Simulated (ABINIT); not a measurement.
# InAs (Fm-3m) in ABINIT: single point with PBE

Aim: the single point of InAs with PBE.

Program: ABINIT 10.8.3 (patched build). These are calculated values, not measurements. Logs are shortened: lines on timing, memory, paths and dates and some standing lists are left out, and cuts for length are marked. The log counts tension as positive stress, the text compression.

### 1 The structure

The structure is cubic, space group Fm-3m (No. 225). Conventional cell: a = 5.755 Å, b = 5.755 Å, c = 5.755 Å, α = 90.00°, β = 90.00°, γ = 90.00°. In (site symmetry m-3m) is surrounded by 6 As at 2.88 Å. As (site symmetry m-3m) has 6 In at 2.88 Å as nearest neighbours.

Measurements of this composition are mostly on another form, of space group No. 216.

### 2 Single point, PBE

Input file run.abi:

```
pp_dirpath "./"
pseudos "In.upf, As.upf"

acell 4.0691223399 4.0691223399 4.0691223399 Angstrom
rprim
     0.0000000000     0.7071067812     0.7071067812
     0.7071067812     0.0000000000     0.7071067812
     0.7071067812     0.7071067812     0.0000000000
ntypat 2
znucl 49 33
natom 2
typat 1 2
xcart
     5.4373165373     5.4373165373     5.4373165373
     0.0000000000     0.0000000000     0.0000000000

ecut 1088.455450 eV

kptopt 1
ngkpt 6 6 6
nshiftk 1
shiftk 0.0 0.0 0.0

ixc 11

nband 18
occopt 3
tsmear 0.00183747

nstep 100
tolvrs 1.0e-10

iomode 3
prtwf 0
prtden 0
prteig 0
prtebands 0
enunit 1
```

Potentials or basis: PseudoDojo NC SR PBE v0.4.1 standard.

The run is started by

```console
$ mpirun --bind-to none -np 4 abinit run.abi > log 2>&1
```

run.abo:

```text
.Version 10.8.3 of ABINIT
 Symmetries : space group Fm -3 m (#225); Bravais cF (face-center cubic)
================================================================================
 Values of the parameters that define the memory need of the present run
     intxc =       0    ionmov =       0      iscf =       7    lmnmax =       6
     lnmax =       6     mgfft =      45  mpssoang =       3    mqgrid =    3001
     natom =       2  nloc_mem =       1    nspden =       1   nspinor =       1
    nsppol =       1      nsym =      48    n1xccc =    2501    ntypat =       2
    occopt =       3   xclevel =       2
       mpw =        3924          nfft =       91125          nkpt =          16
================================================================================
================================================================================

--------------------------------------------------------------------------------
------------- Echo of variables that govern the present computation ------------
--------------------------------------------------------------------------------
 -outvars: echo values of preprocessed input variables --------
            acell      7.6895267952E+00  7.6895267952E+00  7.6895267952E+00 Bohr
              amu      1.14820000E+02  7.49215900E+01
             ecut      4.00000000E+01 Hartree
           enunit           1
              ixc          11
         kptrlatt        6    0    0      0    6    0      0    0    6
          kptrlen      4.61371608E+01
            natom           2
            nband          18
            ngfft          45      45      45
             nkpt          16
            nstep         100
             nsym          48
           ntypat           2
           occopt           3
           prtden           0
        prtebands           0
           prteig           0
            prtwf           0
            rprim      0.0000000000E+00  7.0710678120E-01  7.0710678120E-01
                       7.0710678120E-01  0.0000000000E+00  7.0710678120E-01
                       7.0710678120E-01  7.0710678120E-01  0.0000000000E+00
          spgroup         225
           tolvrs      1.00000000E-10
           tsmear      1.83747000E-03 Hartree
            typat      1  2
           xangst      2.8773039981E+00  2.8773039981E+00  2.8773039981E+00
                      -2.0225259279E-09 -2.0225258281E-09 -2.0225259279E-09
            xcart      5.4373165373E+00  5.4373165373E+00  5.4373165373E+00
                      -3.8220200862E-09 -3.8220198976E-09 -3.8220200862E-09
             xred      4.9999999965E-01  4.9999999965E-01  4.9999999965E-01
                      -3.5146196370E-10 -3.5146199839E-10 -3.5146196370E-10
            znucl       49.00000   33.00000

================================================================================

 chkinp: Checking input parameters for consistency.

[... 93 lines left out ...]
...

 Integrated electronic density in atomic spheres:
 ------------------------------------------------
 Atom  Sphere_radius  Integrated_density
    1        2.00000          9.87862106
    2        2.00000         12.28749167
================================================================================

 ----iterations are completed or convergence reached----

 Mean square residual over all n,k,spin=   26.484E-08; max=  48.485E-06
 reduced coordinates (array xred) for    2 atoms
       0.499999999649      0.499999999649      0.499999999649
      -0.000000000351     -0.000000000351     -0.000000000351
 rms dE/dt=  0.0000E+00; max dE/dt=  0.0000E+00; dE/dt below (all hartree)
    1       0.000000000000      0.000000000000      0.000000000000
    2       0.000000000000      0.000000000000      0.000000000000

 cartesian coordinates (angstrom) at end:
    1      2.87730399805317     2.87730399805317     2.87730399805317
    2     -0.00000000202253    -0.00000000202253    -0.00000000202253

 cartesian forces (hartree/bohr) at end:
    1     -0.00000000000000    -0.00000000000000    -0.00000000000000
    2     -0.00000000000000    -0.00000000000000    -0.00000000000000
 frms,max,avg= 0.0000000E+00 0.0000000E+00   0.000E+00  0.000E+00  0.000E+00 h/b

 cartesian forces (eV/Angstrom) at end:
    1     -0.00000000000000    -0.00000000000000    -0.00000000000000
    2     -0.00000000000000    -0.00000000000000    -0.00000000000000
 frms,max,avg= 0.0000000E+00 0.0000000E+00   0.000E+00  0.000E+00  0.000E+00 e/A
 length scales=  7.689526795224  7.689526795224  7.689526795224 bohr
              =  4.069122339900  4.069122339900  4.069122339900 angstroms
 Fermi (or HOMO) energy (eV) =   5.54747   Average Vxc (eV)= -10.61010
 Eigenvalues (   eV  ) for nkpt=  16  k points:
 kpt#   1, nband= 18, wtk=  0.00463, kpt=  0.0000  0.0000  0.0000 (reduced coord)
 -29.66758  -29.66758  -29.66299  -29.66299  -29.66299   -8.82796   -8.82796   -8.81141
  -8.81141   -8.81141   -6.58622    4.83945    5.32232    5.32232    5.32232   12.70947
  12.71433   12.71560
 prteigrs : prtvol=0 or 1, do not print more k-points.

--- !EnergyTerms
iteration_state     : {dtset: 1, }
comment             : Components of total free energy in Hartree
kinetic             :  1.18095002307086E+02
hartree             :  4.45511027222442E+01
xc                  : -4.38000459407228E+01
Ewald energy        : -1.02598012522133E+02
psp_core            :  4.72345087159900E+00
local_psp           : -1.26326762446437E+02
non_local_psp       : -6.71676780215580E+01
internal            : -1.72522943029920E+02
'-kT*entropy'       : -4.89902225079390E-04
total_energy        : -1.72523432932145E+02
total_energy_eV     : -4.69460176999921E+03
band_energy         : -1.39146850788940E+01
...

 Cartesian components of stress tensor (hartree/bohr^3)
  sigma(1 1)=  4.39995888E-06  sigma(3 2)=  0.00000000E+00
  sigma(2 2)=  4.39995888E-06  sigma(3 1)=  0.00000000E+00
  sigma(3 3)=  4.39995888E-06  sigma(2 1)=  0.00000000E+00

-Cartesian components of stress tensor (GPa)         [Pressure= -1.2945E-01 GPa]
- sigma(1 1)=  1.29451259E-01  sigma(3 2)=  0.00000000E+00
- sigma(2 2)=  1.29451259E-01  sigma(3 1)=  0.00000000E+00
- sigma(3 3)=  1.29451259E-01  sigma(2 1)=  0.00000000E+00

== END DATASET(S) ==============================================================
================================================================================

 -outvars: echo values of variables after computation  --------
            acell      7.6895267952E+00  7.6895267952E+00  7.6895267952E+00 Bohr
           etotal     -1.7252343293E+02
            fcart     -0.0000000000E+00 -0.0000000000E+00 -0.0000000000E+00
                      -0.0000000000E+00 -0.0000000000E+00 -0.0000000000E+00
            rprim      0.0000000000E+00  7.0710678120E-01  7.0710678120E-01
                       7.0710678120E-01  0.0000000000E+00  7.0710678120E-01
                       7.0710678120E-01  7.0710678120E-01  0.0000000000E+00
           strten      4.3999588754E-06  4.3999588754E-06  4.3999588754E-06
                       0.0000000000E+00  0.0000000000E+00  0.0000000000E+00
           xangst      2.8773039981E+00  2.8773039981E+00  2.8773039981E+00
                      -2.0225259279E-09 -2.0225258281E-09 -2.0225259279E-09
             xred      4.9999999965E-01  4.9999999965E-01  4.9999999965E-01
                      -3.5146196370E-10 -3.5146199839E-10 -3.5146196370E-10
 Calculation completed.
```

Run time: 13 s. Hardware: 4 MPI ranks of Arm Neoverse V2, shared host; peak memory 0.32 GiB.

Results:

* Free energy: -4694.6018 eV
* Pressure: -0.1 GPa
* Band gap on the k mesh: none (metal or under the smearing width)
* Valence electrons inside the program's atomic spheres: In 9.88; As 12.29
